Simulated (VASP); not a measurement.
# AgBr (Fm-3m) in VASP: a series of runs, part 2 of 2

VASP 6.6.1. Earlier steps stand in the parts before.

### 3 Dielectric tensor, PBE

File INCAR:

```
  ALGO = Normal
  EDIFF = 1E-8
  ENCUT = 520
  GGA = PE
  ISIF = 2
  ISMEAR = 0
  LASPH = True
  LCHARG = False
  LEPSILON = True
  LREAL = False
  LWAVE = False
  NELM = 80
  PREC = Accurate
  SIGMA = 0.03
```

File KPOINTS:

```
k-points
0
Monkhorst-Pack
  14 14 14
```

File POSCAR:

```
AgBr                                    
1.0
    0.0000000000      2.8363309760      2.8363309760
    2.8363309760      0.0000000000      2.8363309760
    2.8363309760      2.8363309760     -0.0000000000
  Ag              Br            
     1     1
Direct
     1.0000000000000000    0.0000000000000000    1.0000000000000000
     0.5000000000000000    0.5000000000000000    0.5000000000000000
```

Potentials or basis: VASP PAW PBE potentials, release 64 (Ag, Br).

On the command line:

```sh
> cat potpaw_PBE.64/Ag/POTCAR potpaw_PBE.64/Br/POTCAR > POTCAR
> mpirun -np 1 vasp_std > vasp.out
```

OUTCAR:

```text
EDIFF = 1E-8
   ENCUT = 520
   GGA = PE
   ISIF = 2
   ISMEAR = 0
   LASPH = True
   LEPSILON = True
   LREAL = False
   NELM = 80
   PREC = Accurate

 ion  position               nearest neighbor table
   1  0.000  0.000  0.000-   2 2.84   2 2.84   2 2.84   2 2.84   2 2.84   2 2.84
   2  0.500  0.500  0.500-   1 2.84   1 2.84   1 2.84   1 2.84   1 2.84   1 2.84

  LATTYP: Found a face centered cubic cell.
 ALAT       =     5.6726619520

  Lattice vectors:

 A1 = (   0.0000000000,   2.8363309760,   2.8363309760)
 A2 = (   2.8363309760,   0.0000000000,   2.8363309760)
 A3 = (   2.8363309760,   2.8363309760,   0.0000000000)

Analysis of symmetry for initial positions (statically):
=====================================================================
 Subroutine PRICEL returns:
 Original cell was already a primitive cell.

 Routine SETGRP: Setting up the symmetry group for a
 face centered cubic supercell.

 Subroutine GETGRP returns: Found 48 space group operations
 (whereof 48 operations were pure point group operations)
 out of a pool of 48 trial point group operations.

The static configuration has the point symmetry O_h .

Analysis of symmetry for dynamics (positions and initial velocities):
=====================================================================
 Subroutine PRICEL returns:
 Original cell was already a primitive cell.

 Routine SETGRP: Setting up the symmetry group for a
 face centered cubic supercell.

 Subroutine GETGRP returns: Found 48 space group operations
 (whereof 48 operations were pure point group operations)
 out of a pool of 48 trial point group operations.

The dynamic configuration has the point symmetry O_h .

 Subroutine INISYM returns: Found 48 space group operations
 (whereof 48 operations are pure point group operations),
 and found     1 'primitive' translations

----------------------------------------------------------------------------------------

                                     Primitive cell

  volume of cell :      45.6353

  direct lattice vectors                    reciprocal lattice vectors
     0.000000000  2.836330976  2.836330976    -0.176284081  0.176284081  0.176284081
     2.836330976  0.000000000  2.836330976     0.176284081 -0.176284081  0.176284081
     2.836330976  2.836330976  0.000000000     0.176284081  0.176284081 -0.176284081

  length of vectors
     4.011177734  4.011177734  4.011177734     0.305332985  0.305332985  0.305332985

  position of ions in fractional coordinates (direct lattice)
     0.000000000  0.000000000  0.000000000
     0.500000000  0.500000000  0.500000000

  ion indices of the primitive-cell ions
   primitive index   ion index
                 1           1
                 2           2

[... 493 lines left out ...]
      3      -0.1028      2.00000
      4       0.1498      2.00000
      5       1.2870      2.00000
      6       1.3601      2.00000
      7       1.7135      2.00000
      8       2.9394      2.00000
      9       3.7450      2.00000
     10       7.7029      0.00000
     11      10.5474      0.00000
     12      11.6534      0.00000
     13      11.8699      0.00000

 [... further k-points ...]

  FORCE on cell =-STRESS in cart. coord.  units (eV):
  Direction    XX          YY          ZZ          XY          YZ          ZX
  --------------------------------------------------------------------------------------
  -------------------------------------------------------------------------------------
  Total        1.2070371      1.2070371      1.2070371      0.0000000      0.0000000      0.0000000
  in kB       42.3770250     42.3770250     42.3770250      0.0000000      0.0000000      0.0000000
  external PRESSURE =      42.3770250 kB  Pullay stress =       0.0000000 kB

 VOLUME and BASIS-vectors are now :
 -----------------------------------------------------------------------------
  energy-cutoff  :      520.00
  volume of cell :       45.64
      direct lattice vectors                 reciprocal lattice vectors
     0.000000000  2.836330976  2.836330976    -0.176284081  0.176284081  0.176284081
     2.836330976  0.000000000  2.836330976     0.176284081 -0.176284081  0.176284081
     2.836330976  2.836330976  0.000000000     0.176284081  0.176284081 -0.176284081

 POSITION                                       TOTAL-FORCE (eV/Angst)
 -----------------------------------------------------------------------------------
      0.00000      0.00000      0.00000         0.000000      0.000000      0.000000
      2.83633      2.83633      2.83633         0.000000     -0.000000     -0.000000
 -----------------------------------------------------------------------------------
    total drift:                               -0.000000      0.000000      0.000000

  FREE ENERGIE OF THE ION-ELECTRON SYSTEM (eV)
  ---------------------------------------------------
  free  energy   TOTEN  =        -4.9497839333 eV

  energy  without entropy=       -4.9497839333  energy(sigma->0) =       -4.94978393

 HEAD OF MICROSCOPIC STATIC DIELECTRIC TENSOR (INDEPENDENT PARTICLE, excluding Hartree and local field effects)
 ------------------------------------------------------
           6.483802     0.000000    -0.000000
          -0.000000     6.483802     0.000000
           0.000000    -0.000000     6.483802
 ------------------------------------------------------

 Free energy of the ion-electron system (eV)
  ---------------------------------------------------
  ---------------------------------------------------
  free energy    TOTEN  =        -0.69858857 eV

  energy without entropy =       -0.69858857

------------------------ aborting loop because EDIFF is reached ----------------------------------------

--------------------------------------- Ionic step        2  -------------------------------------------

------------------------ aborting loop because EDIFF is reached ----------------------------------------

--------------------------------------- Ionic step        3  -------------------------------------------

 Free energy of the ion-electron system (eV)
  ---------------------------------------------------
  ---------------------------------------------------
  free energy    TOTEN  =        -0.69858856 eV

  energy without entropy =       -0.69858856

------------------------ aborting loop because EDIFF is reached ----------------------------------------

 PIEZOELECTRIC TENSOR FIELD DIRECTION 3  (e Angst)
 -----------------------------------------------------------------------------
    -0.00023 -0.00000  0.00000           (  0.00000  0.00000  0.00000)
     0.00000 -0.00023  0.00000           (  0.00000  0.00000  0.00000)
     0.00000 -0.00000 -0.00264           (  0.00000  0.00000  0.00001)

 PIEZOELECTRIC TENSOR FIELD DIRECTION 3  (C/m^2)
 -----------------------------------------------------------------------------
    -0.00008 -0.00000  0.00000
     0.00000 -0.00008  0.00000
     0.00000 -0.00000 -0.00093

 MACROSCOPIC STATIC DIELECTRIC TENSOR (including local field effects in DFT)
 ------------------------------------------------------
           6.220975     0.000000    -0.000000
           0.000000     6.220975     0.000000
          -0.000000     0.000000     6.220975
 ------------------------------------------------------

 PIEZOELECTRIC TENSOR (including local field effects)  for field in x, y, z        (e  Angst)
          XX          YY          ZZ          XY          YZ          ZX
  --------------------------------------------------------------------------------
  x     0.00000     0.00000     0.00000     0.00000     0.00000     0.00000
  y     0.00000     0.00000     0.00000     0.00000     0.00000     0.00000
  z     0.00000     0.00000     0.00000     0.00000     0.00000     0.00000

 PIEZOELECTRIC TENSOR (including local field effects)  for field in x, y, z        (C/m^2)
          XX          YY          ZZ          XY          YZ          ZX
  --------------------------------------------------------------------------------
  x     0.00000     0.00000     0.00000     0.00000     0.00000     0.00000
  y     0.00000     0.00000     0.00000     0.00000     0.00000     0.00000
  z     0.00000     0.00000     0.00000     0.00000     0.00000     0.00000

 BORN EFFECTIVE CHARGES (including local field effects) (in |e|, cummulative output)
 ---------------------------------------------------------------------------------
 ion    1
    1     1.49393     0.00000     0.00000
    2     0.00000     1.49393     0.00000
    3     0.00000     0.00000     1.49393
 ion    2
    1    -1.49393     0.00000     0.00000
    2     0.00000    -1.49393     0.00000
    3     0.00000     0.00000    -1.49393
```

OSZICAR:

```text
N       E                     dE             d eps       ncg     rms          rms(c)
DAV:   1     0.101803188645E+03    0.10180E+03   -0.86667E+03  7440   0.124E+03
DAV:   2    -0.109389772049E+01   -0.10290E+03   -0.96712E+02  8645   0.250E+02
[... 13 lines left out ...]
RMM:   7    -0.698503798548E+00   -0.48870E-03   -0.45193E-06 30980   0.168E-02    0.285E-03
RMM:   8    -0.698582384522E+00   -0.78586E-04   -0.48098E-07 31409   0.505E-03    0.600E-04
RMM:   9    -0.698587444207E+00   -0.50597E-05   -0.16117E-07 32637   0.127E-03    0.252E-04
RMM:  10    -0.698588540126E+00   -0.10959E-05   -0.54972E-07 27912   0.347E-04    0.215E-05
RMM:  11    -0.698588599872E+00   -0.59747E-07   -0.18465E-08 16364   0.638E-05    0.111E-05
RMM:  12    -0.698588564593E+00    0.35279E-07   -0.41001E-08 15708   0.702E-05    0.569E-06
```

stdout:

```text
POSCAR found type information on POSCAR AgBr
 POSCAR found :  2 types and       2 ions
 scaLAPACK will be used
 LDA part: xc-table for (Slater+PW92), standard interpolation
 -----------------------------------------------------------------------------
|                                                                             |
[... 38 lines left out ...]
 Linear response to external field, progress :
  Direction:   1
 dielectric tensor                  component  1 :     6.221     0.141    -0.141
 Linear response to external field, progress :
  Direction:   2
 dielectric tensor                  component  2 :     0.139     6.221    -0.139
 Linear response to external field, progress :
  Direction:   3
 dielectric tensor                  component  3 :     0.216    -0.217     6.221
 Born effective charges drift removed
```

It took 20 min on 1 thread of AMD EPYC 9R45 (Zen 5), shared host; peak memory 1.1 GiB.

What came out:

| Item | Value |
| --- | --- |
| Electronic dielectric tensor (diagonal) | 6.22 |
| Born charges (mean of the diagonal) | Ag +1.49; Br -1.49 e |

Electronic dielectric tensor:
```
6.22 0.00 0.00
0.00 6.22 0.00
0.00 0.00 6.22
```

Born effective charge tensors (e):
atom 1, Ag
```
1.49 0.00 0.00
0.00 1.49 0.00
0.00 0.00 1.49
```
atom 2, Br
```
-1.49  0.00  0.00
 0.00 -1.49  0.00
 0.00  0.00 -1.49
```

### 4 How close it comes

Step 3. Against the measured high-frequency dielectric constant of AgBr, 4.62 (a printed reference work, monograph), the calculated 6.22 is off by +34.7 %. So large a miss can be the level of theory's own, or it may mean another phase, state or a wrong row.
